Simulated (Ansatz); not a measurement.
Wanted: the native input for an Ansatz 0.2.0 run.

```
Task                : single point
Functional          : PBE
Potentials or basis : Ansatz PAW
Cutoff              : 420 eV (not typed: the program's choice for these potentials)
k mesh              : 8 × 8 × 6
Occupations         : gaussian, width 0.011 eV
Spin                : collinear spin, ferromagnetic start
Starting moments    : [1.0, 1.0, 1.0, 1.0, 0.0, 0.0] μB
```

The system is SiNi2.

```
CELL_PARAMETERS angstrom
3.83600 0.00000 0.00000
-1.91800 3.32207 0.00000
0.00000 0.00000 4.94800
ATOMIC_POSITIONS crystal
Ni 0.66667 0.33333 0.75000
Ni 0.33333 0.66667 0.25000
Ni 0.00000 0.00000 0.50000
Ni 0.00000 0.00000 0.00000
Si 0.66667 0.33333 0.25000
Si 0.33333 0.66667 0.75000
```

These files were run (other wordings do the same):

input.yaml

```yaml
crystal:
  lattice:
    - [3.836, 0.0, 0.0]
    - [-1.918, 3.3220734489, 0.0]
    - [0.0, 0.0, 4.948]
  atoms:
    - { symbol: Ni, position: [0.6666666667, 0.3333333333, 0.75], spin: 1.0 }
    - { symbol: Ni, position: [0.3333333333, 0.6666666667, 0.25], spin: 1.0 }
    - { symbol: Ni, position: [0.0, 0.0, 0.5], spin: 1.0 }
    - { symbol: Ni, position: [0.0, 0.0, 0.0], spin: 1.0 }
    - { symbol: Si, position: [0.6666666667, 0.3333333333, 0.25] }
    - { symbol: Si, position: [0.3333333333, 0.6666666667, 0.75] }
hamiltonian:
  xc: pbe
  pseudopotentials: { kind: paw }
magnetization:
  spin_polarized: true
kpoints:
  mp_grid: { grid: [8, 8, 6] }
scf:
  occupations: { method: gaussian, width: 0.011 }
output:
  forces: true
  stress: true
  eigenvalues: true
```

Potentials or basis: Ansatz PAW.

Run with:

```console
$ ansatz run input.yaml --threads 2 --pin off --max-ram 5632MiB --backend cpu --events-out ev --progress --plain --runs-dir out
```

It gave:

```json
{
 "Pressure": "11.3 GPa",
 "Band gap on the k mesh": "none (metal or under the smearing width)",
 "Net moment": "0.16 μB per cell",
 "Absolute moment": "0.16 μB per cell",
 "Site moments": "Ni +0.02, +0.05; Si +0.00 μB"
}
```

Caveat: the starting moments weren't kept.

Wall time 27 s on 2 threads of Arm Neoverse N1 (shared host), peak memory 0.5 GiB.
